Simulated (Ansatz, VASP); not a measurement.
## Two plane-wave programs on Al

```xyz
27
Lattice="-6.0624 6.0624 0.0000 0.0000 6.0624 -6.0624 -6.0624 0.0000 -6.0624" Properties=species:S:1:pos:R:3 pbc="T T T"
Al   -4.0416    4.0416   -8.0832
Al   -4.0416    2.0208   -6.0624
Al   -2.0208    4.0416   -6.0624
Al   -4.0416    0.0000   -4.0416
Al   -2.0208    2.0208   -4.0416
Al    0.0000    4.0416   -4.0416
Al   -2.0208    0.0000   -2.0208
Al    0.0000    2.0208   -2.0208
Al    0.0000    0.0000    0.0000
Al   -6.0624    6.0624   -8.0832
Al   -6.0624    4.0416   -6.0624
Al   -4.0416    6.0624   -6.0624
Al   -6.0624    2.0208   -4.0416
Al   -4.0416    4.0416   -4.0416
Al   -2.0208    6.0624   -4.0416
Al   -4.0416    2.0208   -2.0208
Al   -2.0208    4.0416   -2.0208
Al   -2.0208    2.0208    0.0000
Al   -8.0832    8.0832   -8.0832
Al   -8.0832    6.0624   -6.0624
Al   -6.0624    8.0832   -6.0624
Al   -8.0832    4.0416   -4.0416
Al   -6.0624    6.0624   -4.0416
Al   -4.0416    8.0832   -4.0416
Al   -6.0624    4.0416   -2.0208
Al   -4.0416    6.0624   -2.0208
Al   -4.0416    4.0416    0.0000
```

Alike in both runs: task single point; functional PBE; k mesh 4 × 4 × 4; occupations gaussian, width 0.1 eV; no spin polarisation.

```csv
,VASP,Ansatz
version,VASP 6.6.1,Ansatz 0.2.0
potentials or method,"VASP PAW PBE potentials, release 64 (Al)","scalar-relativistic, plane waves, PAW"
plane-wave cutoff (eV),520,420
valence electrons in the cell,81,81
```

|  | VASP | Ansatz | Ansatz less VASP |
| --- | --- | --- | --- |
| gap on the k mesh at the Fermi level (eV) | none | none | - |
| pressure (GPa) | 0.1 | 0.2 | +0.04 |

A gap of «none» marks a metal or a gap that the smearing closes.
